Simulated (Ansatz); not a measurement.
## BaS: eigenvalues along the path

```
Ba S
1.0
     0.00000    3.12988    3.19375
     3.12988    0.00000    3.19375
     3.12988    3.12988    0.00000
Ba S
1 1
Cartesian
  0.0000 0.0000 0.0000
  3.1299 3.1299 3.1938
```

Atoms are numbered in the order listed.

The cell comes from COD entry 9008600, which wasn't checked; take it as a given geometry. The listed cell was then made from it by scaling, straining or moving an atom.

Spin–orbit coupling is left out, though it moves levels of the heavy atoms by tenths of an eV or more.

These are results of Ansatz 0.2.0, DFT, LDA, all-electron LAPW, scalar-relativistic, not measurements.

The runs use a Γ-centred 7×7×7 k mesh, Fermi–Dirac smearing of 0.01 eV, basis error target 0.25 meV/atom, no spin polarisation.

Path points, in fractions of the reciprocal vectors: Γ (0.000, 0.000, 0.000), X (0.000, 0.500, 0.500), P (0.250, 0.750, 0.500), N (0.000, 0.500, 0.000), M (0.500, 0.500, 0.000), S (0.370, 0.630, 0.000), S0 (-0.370, 0.370, 0.000). Levels in eV from the valence-band top; bands 15 to 24, counted from the lowest band of the run. The gap is 1.91 eV, indirect from Γ to X (0, 0.5, 0.5).

```
# k(1/Å) point b15 b16 b17 b18 b19 b20 b21 b22 b23 b24
0.000 Γ -10.86 -10.86 -10.85 -10.34 -0.07 0.00 0.00 3.54 3.69 3.84
0.201 - -11.21 -10.89 -10.87 -9.95 -0.57 -0.12 -0.05 3.53 3.86 4.06
0.401 - -11.56 -10.95 -10.93 -9.59 -1.26 -0.21 -0.13 2.93 4.34 5.03
0.602 - -11.67 -11.03 -11.00 -9.64 -1.27 -0.22 -0.14 2.39 4.94 5.55
0.803 - -11.57 -11.09 -11.05 -10.01 -0.74 -0.19 -0.10 2.03 5.64 5.96
1.004 X -11.45 -11.11 -11.08 -10.26 -0.39 -0.16 -0.07 1.91 5.98 6.25
1.102 - -11.44 -11.14 -11.12 -10.18 -0.39 -0.27 -0.11 2.03 6.17 6.29
1.200 - -11.42 -11.26 -11.15 -10.00 -0.53 -0.40 -0.19 2.34 6.31 6.32
1.299 - -11.39 -11.38 -11.19 -9.82 -0.83 -0.41 -0.27 2.80 5.54 6.40
1.397 - -11.46 -11.34 -11.24 -9.69 -1.06 -0.41 -0.34 3.38 4.78 6.50
1.496 P -11.49 -11.29 -11.29 -9.64 -1.14 -0.39 -0.39 4.05 4.05 6.56
1.638 - -11.65 -11.25 -11.16 -9.57 -1.20 -0.49 -0.46 4.11 4.16 6.68
1.779 - -11.88 -11.16 -11.03 -9.38 -1.39 -0.74 -0.64 4.32 4.49 6.96
1.921 - -12.07 -11.04 -10.95 -9.14 -1.68 -0.96 -0.87 4.67 4.96 6.62
2.063 - -12.19 -10.93 -10.92 -8.94 -1.94 -1.09 -1.07 5.12 5.42 6.45
2.205 N -12.23 -10.91 -10.89 -8.87 -2.05 -1.14 -1.13 5.40 5.61 6.41
2.378 - -12.16 -10.91 -10.89 -8.96 -1.90 -1.06 -1.05 4.72 5.87 5.87
2.551 - -11.93 -10.89 -10.88 -9.21 -1.50 -0.83 -0.82 4.14 5.03 5.06
2.723 - -11.59 -10.87 -10.87 -9.58 -0.92 -0.50 -0.48 3.83 4.34 4.41
2.896 - -11.17 -10.86 -10.86 -10.03 -0.32 -0.18 -0.15 3.73 3.91 3.99
3.069 Γ -10.86 -10.86 -10.85 -10.34 -0.07 0.00 0.00 3.54 3.69 3.84
3.266 - -11.16 -10.88 -10.88 -10.01 -0.59 -0.04 -0.04 3.42 4.00 4.18
3.462 - -11.48 -10.94 -10.94 -9.70 -1.22 -0.11 -0.11 2.87 4.53 5.08
3.659 - -11.59 -11.00 -11.00 -9.74 -1.25 -0.13 -0.13 2.37 5.12 5.54
3.856 - -11.52 -11.06 -11.06 -10.05 -0.80 -0.10 -0.10 2.04 5.78 5.87
4.053 M -11.44 -11.08 -11.08 -10.25 -0.50 -0.08 -0.08 1.93 6.02 6.16
4.126 - -11.43 -11.13 -11.08 -10.20 -0.51 -0.14 -0.11 1.99 6.09 6.23
4.200 - -11.42 -11.25 -11.07 -10.06 -0.51 -0.30 -0.20 2.18 6.29 6.41
4.274 - -11.40 -11.40 -11.05 -9.89 -0.53 -0.52 -0.33 2.46 6.61 6.63
4.348 - -11.56 -11.37 -11.03 -9.72 -0.77 -0.54 -0.48 2.82 6.24 6.76
4.421 S -11.69 -11.33 -11.01 -9.55 -1.02 -0.64 -0.55 3.25 5.85 6.66
4.661 - -12.00 -11.13 -10.95 -9.21 -1.53 -0.92 -0.78 4.25 5.37 6.36
4.900 - -12.21 -10.94 -10.90 -8.91 -1.98 -1.11 -1.08 5.22 5.51 6.37
5.140 - -12.21 -10.94 -10.90 -8.91 -1.98 -1.11 -1.08 5.22 5.51 6.37
5.379 - -12.00 -11.13 -10.95 -9.21 -1.53 -0.92 -0.78 4.25 5.37 6.36
5.618 S0 -11.69 -11.33 -11.01 -9.55 -1.02 -0.64 -0.55 3.25 5.85 6.66
5.828 - -11.95 -11.20 -10.93 -9.20 -1.56 -0.99 -0.55 4.71 4.89 5.84
6.038 - -11.97 -11.06 -10.88 -9.14 -1.65 -1.04 -0.47 4.18 5.01 5.10
6.249 - -11.72 -10.95 -10.86 -9.41 -1.22 -0.76 -0.30 3.80 4.37 4.53
6.459 - -11.27 -10.88 -10.86 -9.92 -0.47 -0.27 -0.14 3.77 3.92 3.98
6.669 Γ -10.86 -10.86 -10.85 -10.34 -0.07 0.00 0.00 3.54 3.69 3.84
```
